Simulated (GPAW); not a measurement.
BeTe, 2 atoms in the cell. It takes space group F-43m (No. 216, cubic). Conventional cell: a = 5.540 Å, b = 5.540 Å, c = 5.540 Å, α = 90.00°, β = 90.00°, γ = 90.00°. Around Te (site symmetry -43m) lie 4 Be at 2.40 Å. Be (site symmetry -43m) is surrounded by 4 Te at 2.40 Å. 

- Program: GPAW 26.7.0
- Task: band structure
- Functional: revPBE
- Potentials or basis: the program's PAW data sets (release 1.2.1) made for this functional
- Cutoff: 800 eV
- Basis: pw
- k mesh: 8 × 8 × 8
- Occupations: fermi-dirac, width 0.05 eV
- Spin: no spin polarisation
- Maxiter: 150
- Band path: GXWKGLUWLK,UX
- Band points: 80

Potentials or basis: the program's PAW data sets (release 1.2.1) made for this functional, pw.

Run with:

```sh
$ OMP_NUM_THREADS=1 python run.py
```

Hardware: 1 thread of AMD EPYC 7571, with other jobs on the host.

Question: Estimate the wall time of this run.

Answer: It took 82 s on 1 thread of AMD EPYC 7571, on a shared host, peak memory 0.28 GiB. Counts: scf iterations 13, plane waves 2204, bands 11, k points 29.
